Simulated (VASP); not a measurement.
# SiC (P6_3mc) in VASP: a series of runs

Runs on SiC. Level: LDA. Tasks: relaxation of cell and atoms.

Everything below comes from runs of VASP 6.6.1. Logs are shortened: lines on timing, memory, paths and dates and some standing lists are left out, and cuts for length are marked.

## 1. The crystal as given

The structure is hexagonal, space group P6_3mc (No. 186). The conventional cell has a = 3.080 Å, b = 3.080 Å, c = 15.120 Å, α = 90.00°, β = 90.00°, γ = 120.00°. Around Si (site symmetry 3m) lie 4 C at 1.89 Å. Around Si (site symmetry 3m) lie 4 C at 1.89 Å. Around Si (site symmetry 3m) lie 4 C at 1.89 Å. Around C (site symmetry 3m) lie 4 Si at 1.89 Å. C (site symmetry 3m) is surrounded by 4 Si at 1.89 Å. C (site symmetry 3m) is surrounded by 4 Si at 1.89 Å.

The cell was built by a generator and needn't be a form met in nature.

## 2. Relaxation of cell and atoms, LDA

The input, INCAR:

```
SYSTEM = SiC
ALGO = Normal
EDIFF = 1E-6
EDIFFG = -0.01
ENCUT = 600
IBRION = 2
ISIF = 3
ISMEAR = -1
KPAR = 4
LASPH = .True.
LCHARG = .False.
LREAL = .False.
LWAVE = .False.
NELM = 60
NSW = 60
PREC = Accurate
SIGMA = 0.05
```

The input, KPOINTS:

```
k-points
0
Gamma
  8 8 2
  0 0 0
```

The input, POSCAR:

```
SiC
1.0
    3.0800000000      0.0000000000      0.0000000000
   -1.5400000000      2.6673582437      0.0000000000
    0.0000000000      0.0000000000     15.1200000000
Si C
6 6
Direct
    0.0000000000      0.0000000000      0.0000000000
    0.3333333333      0.6666666667      0.1666666667
    0.6666666667      0.3333333333      0.3333333333
    0.0000000000      0.0000000000      0.5000000000
    0.6666666667      0.3333333333      0.6666666667
    0.3333333333      0.6666666667      0.8333333333
    0.0000000000      0.0000000000      0.1250000000
    0.3333333333      0.6666666667      0.2916666667
    0.6666666667      0.3333333333      0.4583333333
    0.0000000000      0.0000000000      0.6250000000
    0.6666666667      0.3333333333      0.7916666667
    0.3333333333      0.6666666667      0.9583333333
```

Potentials or basis: VASP PAW LDA potentials, release 64 (Si, C).

Launch:

```sh
$ cat potpaw_LDA.64/Si/POTCAR potpaw_LDA.64/C/POTCAR > POTCAR
$ mpirun -np 4 vasp_std > vasp.out
```

OUTCAR:

```text
SYSTEM = SiC
   EDIFF = 1E-6
   EDIFFG = -0.01
   ENCUT = 600
   IBRION = 2
   ISIF = 3
   ISMEAR = -1
   LASPH = .True.
   LREAL = .False.
   NELM = 60
   NSW = 60
   PREC = Accurate

 ion  position               nearest neighbor table
   1  0.000  0.000  0.000-  12 1.89  12 1.89  12 1.89   7 1.89   6 3.08   2 3.08   6 3.08   2 3.08
                             2 3.08   6 3.08
   2  0.333  0.667  0.167-   7 1.89   7 1.89   7 1.89   8 1.89   3 3.08   3 3.08   3 3.08   1 3.08
                             1 3.08   1 3.08
   3  0.667  0.333  0.333-   8 1.89   8 1.89   8 1.89   9 1.89   2 3.08   2 3.08   2 3.08   4 3.08
                             4 3.08   4 3.08
   4  0.000  0.000  0.500-   9 1.89   9 1.89   9 1.89  10 1.89   5 3.08   3 3.08   3 3.08   5 3.08
                             5 3.08   3 3.08
   5  0.667  0.333  0.667-  10 1.89  10 1.89  10 1.89  11 1.89   6 3.08   6 3.08   6 3.08   4 3.08
                             4 3.08   4 3.08
   6  0.333  0.667  0.833-  11 1.89  11 1.89  11 1.89  12 1.89   5 3.08   5 3.08   5 3.08   1 3.08
                             1 3.08   1 3.08
   7  0.000  0.000  0.125-   2 1.89   2 1.89   2 1.89   1 1.89
   8  0.333  0.667  0.292-   3 1.89   3 1.89   3 1.89   2 1.89
   9  0.667  0.333  0.458-   4 1.89   4 1.89   4 1.89   3 1.89
  10  0.000  0.000  0.625-   5 1.89   5 1.89   5 1.89   4 1.89
  11  0.667  0.333  0.792-   6 1.89   6 1.89   6 1.89   5 1.89
  12  0.333  0.667  0.958-   1 1.89   1 1.89   1 1.89   6 1.89

  LATTYP: Found a hexagonal cell.
 ALAT       =     3.0800000000
 C/A-ratio  =     4.9090909091

  Lattice vectors:

 A1 = (   3.0800000000,   0.0000000000,   0.0000000000)
 A2 = (  -1.5400000000,   2.6673582437,   0.0000000000)
 A3 = (   0.0000000000,   0.0000000000,  15.1200000000)

Analysis of symmetry for initial positions (statically):
=====================================================================
 Subroutine PRICEL returns:
 Original cell was already a primitive cell.

 Routine SETGRP: Setting up the symmetry group for a
 hexagonal supercell.

 Subroutine GETGRP returns: Found 12 space group operations
 (whereof  6 operations were pure point group operations)
 out of a pool of 24 trial point group operations.

The static configuration has the point symmetry C_3v.
 The point group associated with its full space group is C_6v.

Analysis of symmetry for dynamics (positions and initial velocities):
=====================================================================
 Subroutine PRICEL returns:
 Original cell was already a primitive cell.

 Routine SETGRP: Setting up the symmetry group for a
 hexagonal supercell.

 Subroutine GETGRP returns: Found 12 space group operations
 (whereof  6 operations were pure point group operations)
 out of a pool of 24 trial point group operations.

The dynamic configuration has the point symmetry C_3v.
 The point group associated with its full space group is C_6v.

 Subroutine INISYM returns: Found 12 space group operations
 (whereof  6 operations are pure point group operations),
 and found     1 'primitive' translations

----------------------------------------------------------------------------------------

                                     Primitive cell

  volume of cell :     124.2178

  direct lattice vectors                    reciprocal lattice vectors
     3.080000000  0.000000000  0.000000000     0.324675325  0.187451386  0.000000000
    -1.540000000  2.667358244  0.000000000     0.000000000  0.374902772  0.000000000
     0.000000000  0.000000000 15.120000000     0.000000000  0.000000000  0.066137566

  length of vectors
     3.080000000  3.080000000 15.120000000     0.374902772  0.374902772  0.066137566

  position of ions in fractional coordinates (direct lattice)
     0.000000000  0.000000000  0.000000000
     0.333333333  0.666666667  0.166666667
     0.666666667  0.333333333  0.333333333
     0.000000000  0.000000000  0.500000000
     0.666666667  0.333333333  0.666666667
     0.333333333  0.666666667  0.833333333
     0.000000000  0.000000000  0.125000000
     0.333333333  0.666666667  0.291666667
     0.666666667  0.333333333  0.458333333
     0.000000000  0.000000000  0.625000000
     0.666666667  0.333333333  0.791666667
     0.333333333  0.666666667  0.958333333

  ion indices of the primitive-cell ions
   primitive index   ion index
                 1           1
                 2           2
                 3           3
                 4           4
                 5           5
                 6           6
                 7           7
                 8           8
                 9           9
                10          10
                11          11
                12          12

----------------------------------------------------------------------------------------

 KPOINTS: k-points

Automatic generation of k-mesh.
 Grid dimensions read from file:
 generate k-points for:    8    8    2

 Generating k-lattice:

  Cartesian coordinates                     Fractional coordinates (reciprocal lattice)
     0.040584416  0.023431423  0.000000000     0.125000000  0.000000000  0.000000000
     0.000000000  0.046862847  0.000000000     0.000000000  0.125000000  0.000000000
     0.000000000  0.000000000  0.033068783     0.000000000  0.000000000  0.500000000

  Length of vectors
     0.046862847  0.046862847  0.033068783

  Shift w.r.t. Gamma in fractional coordinates (k-lattice)
     0.000000000  0.000000000  0.000000000

 Subroutine IBZKPT returns following result:
 ===========================================

 Found     20 irreducible k-points:

 Following reciprocal coordinates:
            Coordinates               Weight
  0.000000  0.000000  0.000000      1.000000
  0.125000 -0.000000  0.000000      6.000000
  0.250000 -0.000000  0.000000      6.000000
  0.375000  0.000000  0.000000      6.000000
  0.500000 -0.000000  0.000000      3.000000
  0.125000  0.125000  0.000000      6.000000
[... 12 lines left out ...]
  0.250000  0.250000  0.500000      6.000000
  0.375000  0.250000  0.500000      6.000000
   k-points           NKPTS =     20   k-points in BZ     NKDIM =     20   number of bands    NBANDS=     31
   number of dos      NEDOS =    301   number of ions     NIONS =     12
   total plane-waves  NPLWV =  98784
   dimension x,y,z NGX =    28 NGY =   28 NGZ =  126
   dimension x,y,z NGXF=    56 NGYF=   56 NGZF=  252
   ions per type =               6   6
   NGX,Y,Z   is equivalent  to a cutoff of  15.11, 15.11, 13.85 a.u.
   NGXF,Y,Z  is equivalent  to a cutoff of  30.23, 30.23, 27.71 a.u.
 SYSTEM =  SiC
   PREC   = accura    normal or accurate (medium, high low for compatibility)
   ISTART =      0    job   : 0-new  1-cont  2-samecut
   ICHARG =      2    charge: 1-file 2-atom 10-const
   ISPIN  =      1    spin polarized calculation?
   LNONCOLLINEAR =      F non collinear calculations
   LSORBIT =      F    spin-orbit coupling
   LASPH  =      T    aspherical Exc in radial PAW
   ENCUT  =  600.0 eV  44.10 Ry    6.64 a.u.   6.15  6.15 30.20*2*pi/ulx,y,z
   NELM   =     60;   NELMIN=  2; NELMDL= -5     # of ELM steps
   EDIFF  = 0.1E-05   stopping-criterion for ELM
   LREAL  =      F    real-space projection
   EDIFFG = -.1E-01   stopping-criterion for IOM
   NSW    =     60    number of steps for IOM
   IBRION =      2    ionic relax: 0-MD 1-quasi-New 2-CG
   NFREE  =      1    steps in history (QN), initial steepest desc. (CG)
   ISIF   =      3    stress and relaxation
   ISYM   =      2    0-nonsym 1-usesym 2-fastsym
   POTIM  = 0.5000    time-step for ionic-motion
   TEBEG  =    0.0;   TEEND  =   0.0 temperature during run
   PSTRESS=    0.0 pullay stress
   NELECT =      48.0000    total number of electrons
   NUPDOWN=      -1.0000    fix difference up-down
   EMIN   =  10.00;   EMAX   =-10.00  energy-range for DOS
   EFERMI =   0.00;   METHOD = LEGACY
   ISMEAR =    -1;   SIGMA  =   0.05  broadening in eV -4-tet -1-fermi 0-gaus
   EFERMI_NEDOS =   21; number of points for ismear=-14 and -15
   IALGO  =     38    algorithm
   IMIX   =      4    mixing-type and parameters
     AMIX     =   0.40;   BMIX     =  1.00
     AMIX_MAG =   1.60;   BMIX_MAG =  1.00
  volume/ion in A,a.u.               =      10.35        69.86
  Fermi-wavevector in a.u.,A,eV,Ry     =   1.192415  2.253337 19.345479  1.421853
  Thomas-Fermi vector in A             =   2.328453
   LORBIT       =      0    0 simple, 1 ext, 2 COOP (PROOUT), +10 PAW based schemes
   GGA     = CA    functional components
   LHFCALC =     F    Hartree Fock is set to
   AEXX    =    0.0000 exact exchange contribution
   IVDW    =     0    specifies the selected vdW correction
   LEPSILON=     F    determine dielectric tensor
   LRPA    =     F    only Hartree local field effects (RPA)
 conjugate gradient relaxation of ions
 non-spin polarized calculation
  energy-cutoff  :      600.00
  volume of cell :      124.22
 maximum number of plane-waves:      4172
 NGX is ok and might be reduce to    28
   NGX = 13   NGY = 13   NGZ = 61

--------------------------------------- Ionic step        1  -------------------------------------------

 number of electron      48.0000002 magnetization

 Free energy of the ion-electron system (eV)
  ---------------------------------------------------
  ext. energy  EPLUGINS =         0.00000000
  ---------------------------------------------------
  free energy    TOTEN  =       -99.84720138 eV

  energy without entropy =      -99.84720138  energy(sigma->0) =      -99.84720138

------------------------ aborting loop because EDIFF is reached ----------------------------------------

  FORCE on cell =-STRESS in cart. coord.  units (eV):
  Direction    XX          YY          ZZ          XY          YZ          ZX
  --------------------------------------------------------------------------------------
  -------------------------------------------------------------------------------------
  Total       -3.3590513     -3.3590513     -3.4004655      0.0000000      0.0000000      0.0000000
  in kB      -43.3254781    -43.3254781    -43.8596437      0.0000000      0.0000000      0.0000000
  external PRESSURE =     -43.5035333 kB  Pullay stress =       0.0000000 kB
[... 169 lines left out ...]
  energy  without entropy=      -99.8812924613  energy(sigma->0) =      -99.88129246

--------------------------------------- Ionic step        5  -------------------------------------------

 number of electron      48.0000002 magnetization

 Free energy of the ion-electron system (eV)
  ---------------------------------------------------
  ext. energy  EPLUGINS =         0.00000000
  ---------------------------------------------------
  free energy    TOTEN  =       -99.88147728 eV

  energy without entropy =      -99.88147728  energy(sigma->0) =      -99.88147728

 E-fermi :   9.3041     XC(G=0): -11.6378

 val. band max:        8.3305114793   @ k =   0.0000   0.0000   0.0000
 cond. band min:      10.2969099408   @ k =   0.5000  -0.0000   0.0000
 fundamental gap:      1.9663984615
 Fermi energy:         9.3041148728

 k-point     1 :       0.0000    0.0000    0.0000
  band No.  band energies     occupation
      1      -7.1913      2.00000
      2      -6.6600      2.00000
      3      -6.6229      2.00000
      4      -5.0913      2.00000
      5      -5.0632      2.00000
      6      -3.4982      2.00000
[... 708 lines left out ...]
  FREE ENERGIE OF THE ION-ELECTRON SYSTEM (eV)
  ---------------------------------------------------
  free  energy   TOTEN  =       -99.8814772761 eV

  energy  without entropy=      -99.8814772756  energy(sigma->0) =      -99.88147728

 reached required accuracy - stopping structural energy minimisation
```

Wall time 98 s (4 MPI ranks of Intel Xeon Platinum 8488C (Sapphire Rapids), shared host); peak memory 0.27 GiB.

What came out:

```yaml
Free_energy: -99.8815 eV
Relaxed_volume: 10.15 Å³/atom
Relaxed_cell: a = 3.060 Å, b = 3.060 Å, c = 15.013 Å, α = 90.00°, β = 90.00°, γ = 120.00°
Space_group_after_relaxing_to_0.05_Å: P6_3mc (No. 186)
Energy_gained_by_relaxing: 2.9 meV/atom
Ionic_steps: 5
Pressure_after_relaxing: 0.1 GPa
Largest_force_after_relaxing: 0.008 eV/Å
Band_gap_on_the_k_mesh: 1.97 eV, indirect (least direct gap 3.07 eV)
```

Forces on the atoms (eV/Å):
```
Si   0.000  0.000 -0.004
Si   0.000  0.000 -0.001
Si   0.000  0.000 -0.003
Si   0.000  0.000 -0.004
Si   0.000  0.000 -0.001
Si   0.000  0.000 -0.003
C    0.000  0.000  0.008
C    0.000  0.000  0.000
C    0.000  0.000 -0.001
C    0.000  0.000  0.008
C    0.000  0.000  0.000
C    0.000  0.000 -0.001
```

The path:
```csv
step,energy change (eV),largest force (eV/Å),pressure (GPa),volume (Å³)
1,0.0000,0.1250,-4.35,124.22
2,0.0058,0.0756,5.06,119.23
3,-0.0341,0.0352,0.01,121.79
4,-0.0341,0.0341,0.09,121.74
5,-0.0343,0.0084,0.08,121.75
```

Final structure:
```cif
data_structure
_symmetry_space_group_name_H-M 'P 1'
_symmetry_Int_Tables_number 1
_cell_length_a 3.0601
_cell_length_b 3.0601
_cell_length_c 15.0128
_cell_angle_alpha 90.000
_cell_angle_beta 90.000
_cell_angle_gamma 120.000
_cell_volume 121.75
loop_
_atom_site_label
_atom_site_type_symbol
_atom_site_fract_x
_atom_site_fract_y
_atom_site_fract_z
_atom_site_occupancy
Si1 Si 0.00000 0.00000 0.99996 1
Si2 Si 0.33333 0.66667 0.16669 1
Si3 Si 0.66667 0.33333 0.33319 1
Si4 Si 0.00000 0.00000 0.49996 1
Si5 Si 0.66667 0.33333 0.66669 1
Si6 Si 0.33333 0.66667 0.83319 1
C1 C 0.00000 0.00000 0.12530 1
C2 C 0.33333 0.66667 0.29169 1
C3 C 0.66667 0.33333 0.45818 1
C4 C 0.00000 0.00000 0.62530 1
C5 C 0.66667 0.33333 0.79169 1
C6 C 0.33333 0.66667 0.95818 1
```

## 3. Relaxation of cell and atoms, LDA, target pressure 20 GPa, at which the enthalpy is minimised

This run uses another cell than the first one, of 10.15 Å³/atom, 0.980 times its volume.

Edit INCAR of step 2 so:

```diff
@@ -16,2 +16,3 @@
 PREC = Accurate
+PSTRESS = 200
 SIGMA = 0.05
```

KPOINTS is that of step 2.

The input, POSCAR:

```
SiC                                     
1.0
    3.0601017894     -0.0000000000      0.0000000000
   -1.5300508947      2.6501258878      0.0000000000
    0.0000000000      0.0000000000     15.0127915264
  Si              C             
     6     6
Direct
     1.0000000000000000    0.0000000000000000    0.9999584865462003
     0.3333333332999970    0.6666666667000030    0.1666877519480561
     0.6666666667000030    0.3333333332999970    0.3331889280700983
     0.0000000000000000    0.0000000000000000    0.4999584865462003
     0.6666666667000030    0.3333333332999970    0.6666877519480562
     0.3333333332999970    0.6666666667000030    0.8331889280700983
     0.0000000000000000    0.0000000000000000    0.1252959723676366
     0.3333333332999970    0.6666666667000030    0.2916874185572048
     0.6666666667000030    0.3333333332999970    0.4581814425108038
     0.0000000000000000    0.0000000000000000    0.6252959723676367
     0.6666666667000030    0.3333333332999970    0.7916874185572048
     0.3333333332999970    0.6666666667000030    0.9581814425108037
```

Potentials or basis: VASP PAW LDA potentials, release 64 (Si, C).

Launch:

```sh
$ cat potpaw_LDA.64/Si/POTCAR potpaw_LDA.64/C/POTCAR > POTCAR
$ mpirun -np 4 vasp_std > vasp.out
```

It took 82 s on 4 MPI ranks of Intel Xeon Platinum 8488C (Sapphire Rapids), shared host; peak memory 0.23 GiB.

It converged, with:

| Item | Value |
| --- | --- |
| Free energy | -99.3578 eV |
| Relaxed volume | 9.41 Å³/atom |
| Relaxed cell | a = 2.984 Å, b = 2.984 Å, c = 14.640 Å, α = 90.00°, β = 90.00°, γ = 120.00° |
| Space group after relaxing (to 0.05 Å) | P6_3mc (No. 186) |
| Energy change on relaxing (the enthalpy is what falls) | +43.4 meV/atom |
| Ionic steps | 7 |
| Pressure after relaxing | 20.0 GPa |
| Largest force after relaxing | 0.006 eV/Å |
| Band gap on the k mesh | 1.95 eV, indirect (least direct gap 3.07 eV) |

Forces on the atoms (eV/Å):
```
Si   0.000  0.000  0.000
Si   0.000  0.000 -0.005
Si   0.000  0.000 -0.003
Si   0.000  0.000  0.000
Si   0.000  0.000 -0.005
Si   0.000  0.000 -0.003
C    0.000  0.000  0.004
C    0.000  0.000 -0.002
C    0.000  0.000  0.006
C    0.000  0.000  0.004
C    0.000  0.000 -0.002
C    0.000  0.000  0.006
```

The path:
```tsv
step	energy change (eV)	largest force (eV/Å)	pressure (GPa)	volume (Å³)
1	0.0000	0.0091	0.09	121.75
2	3.4753	0.0854	61.83	100.86
3	0.4879	0.0234	19.29	113.20
4	0.5171	0.0244	19.92	112.96
5	0.5387	0.0251	20.39	112.79
6	0.4981	0.0307	19.51	113.11
7	0.5205	0.0059	20.00	112.93
```

Final structure:
```
CELL_PARAMETERS angstrom
2.98450 0.00000 0.00000
-1.49225 2.58465 0.00000
0.00000 0.00000 14.64011
ATOMIC_POSITIONS crystal
Si 0.00000 0.00000 0.99999
Si 0.33333 0.66667 0.16668
Si 0.66667 0.33333 0.33318
Si 0.00000 0.00000 0.49999
Si 0.66667 0.33333 0.66668
Si 0.33333 0.66667 0.83318
C 0.00000 0.00000 0.12529
C 0.33333 0.66667 0.29169
C 0.66667 0.33333 0.45818
C 0.00000 0.00000 0.62529
C 0.66667 0.33333 0.79169
C 0.33333 0.66667 0.95818
```

Levels at points of the mesh, in eV from the valence-band top:
```csv
k point,band 22,band 23,band 24,band 25,band 26,band 27
"(0.00, 0.00, 0.00)",-0.04,0.00,0.00,5.98,6.13,6.58
"(0.50, 0.00, 0.00)",-1.86,-1.75,-1.12,1.95,2.18,3.29
"(0.00, 0.00, 0.50)",-0.10,-0.10,-0.10,6.04,6.04,6.80
"(0.50, 0.00, 0.50)",-1.78,-1.35,-1.35,2.02,2.02,3.50
```

Caveat: the cell is relaxed towards a set pressure, so the enthalpy falls and the energy may rise. As with any semilocal functional, this LDA gap is likely too small.

(Part 1 of 3 ends here.)
